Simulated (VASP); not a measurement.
Wanted: the native input for a VASP 6.6.1 run.

```
Task                   : single point
Functional             : PBE
Potentials or basis    : VASP PAW PBE potentials, release 64 (Ta_sv_GW, S_GW)
Cutoff                 : 500 eV
k mesh                 : 4 × 4 × 2
Occupations            : gaussian, width 0.02 eV
Spin                   : no spin polarisation
Further INCAR settings : ALGO = Normal; EDIFF = 1e-06
```

The structure of TaS2 lies in POSCAR:

```
TaS2
1.0
    3.3500000000      0.0000000000      0.0000000000
   -1.6750000000      2.9011851027      0.0000000000
    0.0000000000      0.0000000000      5.8600000000
Ta S
1 2
Direct
    0.0000000000      0.0000000000      0.0000000000
    0.6666666667      0.3333333333      0.7500000000
    0.3333333333      0.6666666667      0.2500000000
```

These files were run (other wordings do the same):

INCAR

```
SYSTEM = TaS2
ALGO     = Normal         ! electronic algorithm
EDIFF    = 1E-6           ! SCF threshold, eV
ENCUT    = 500            ! plane-wave cutoff, eV
GGA      = PE             ! functional
ISIF     = 2              ! what is computed and relaxed
ISMEAR   = 0              ! smearing method
LASPH    = .TRUE.         ! aspherical terms in the spheres
LCHARG   = .TRUE.         ! write CHGCAR
LELF     = .TRUE.         ! ELF
LREAL    = .FALSE.        ! projectors in reciprocal space
LVHAR    = .TRUE.       
LWAVE    = .FALSE.        ! write WAVECAR
NELM     = 80             ! most SCF steps
PREC     = Accurate       ! precision mode
SIGMA    = 0.02           ! smearing width, eV
```

KPOINTS

```
k-points
0
G
  4 4 2
  0 0 0
```

Potentials or basis: VASP PAW PBE potentials, release 64 (Ta_sv_GW, S_GW).

Launch:

```console
$ cat potpaw_PBE.64/Ta_sv_GW/POTCAR potpaw_PBE.64/S_GW/POTCAR > POTCAR
$ mpirun -np 1 vasp_std > vasp.out
```

Results of the run:

```json
{
  "Pressure": "9.5 GPa",
  "Largest force": "1.200 eV/Å",
  "Band gap on the k mesh": "none (metal or under the smearing width)"
}
```

Caveat: the k mesh is coarse (spacing up to 0.54 Å⁻¹), so the values aren't converged; this functional lacks dispersion, which binds the layers, so the pressure and a relaxed spacing across them are unreliable; forces of over 1 eV/Å show positions far from the minimum, so gaps and moduli don't describe the material at rest.

Wall time 14 s on 1 thread of Intel(R) Xeon(R) Platinum 8375C CPU @ 2.90GHz (Ice Lake), with other jobs on the host, peak memory 0.17 GiB.
